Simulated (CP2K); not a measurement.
The system is As.

```
As
1.0
     4.56640    0.00000    0.00000
    -2.28320    3.95462    0.00000
     0.00000    0.00000    2.83374
As
2
Direct
  0.33333 0.66667 0.00000
  0.66667 0.33333 0.00000
```

The cell was built by a generator and needn't be a form met in nature.

Base run:

```yaml
Program: CP2K 2026.2
Functional: MS2
Potentials_or_basis: POTENTIAL_UZH As GTH-PBE-q5; TZVP-MOLOPT-PBE-GTH basis
Density_cutoff: 9184 eV
k_mesh: 7 × 7 × 9
Occupations: fermi-dirac, width 0.05 eV
Spin: no spin polarisation
```

Its results: band gap on the k mesh none (metal or under the smearing width); pressure 1.4 GPa.

Problem. After a change of settings the same cell gave: band gap on the k mesh none (metal or under the smearing width); pressure -1.4 GPa. Which change was it?
A. functional from MS2 to RPBE
B. functional from MS2 to LDA
C. functional from MS2 to BLYP
D. functional from MS2 to PBE

Solution. B.

Caveats: the potentials were made for another functional, which shifts forces and pressure; the basis of atomic orbitals isn't converged, which shifts pressures, moduli and gaps.
